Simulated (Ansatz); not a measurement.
Cell and atoms are relaxed with the symmetry kept. Start:

```cif
data_structure
_symmetry_space_group_name_H-M 'Fm-3m'
_symmetry_Int_Tables_number 225
_cell_length_a 5.9775
_cell_length_b 5.9775
_cell_length_c 5.9775
_cell_angle_alpha 90.000
_cell_angle_beta 90.000
_cell_angle_gamma 90.000
_cell_volume 213.58
loop_
_atom_site_label
_atom_site_type_symbol
_atom_site_symmetry_multiplicity
_atom_site_Wyckoff_symbol
_atom_site_fract_x
_atom_site_fract_y
_atom_site_fract_z
_atom_site_occupancy
Sn1 Sn 4 a 0.00000 0.00000 0.00000 1
Se1 Se 4 b 0.50000 0.00000 0.00000 1
```

Level of theory: DFT PBE, scalar-relativistic, plane waves, PAW (Ansatz 0.2.0).

Cutoff 420 eV; k points 10×10×10 on the computed 2-atom cell (Γ-centred); Gaussian smearing, width 0.02 eV; no spin polarisation.

What does it relax to?

The volume goes up by 1.13 Å³/atom to 27.83 Å³/atom, and the energy falls by 7.5 meV/atom. Final structure:
```
Sn Se
1.0
     0.00000    3.03052    3.03052
     3.03052    0.00000    3.03052
     3.03052    3.03052    0.00000
Sn Se
1 1
Direct
  0.00000 0.00000 0.00000
  0.50000 0.50000 0.50000
```

This rock-salt form isn't the usual stable structure of the compound.

Cost: 1 run of about 0.24 core-minutes, on Arm Neoverse V2 (shared hosts).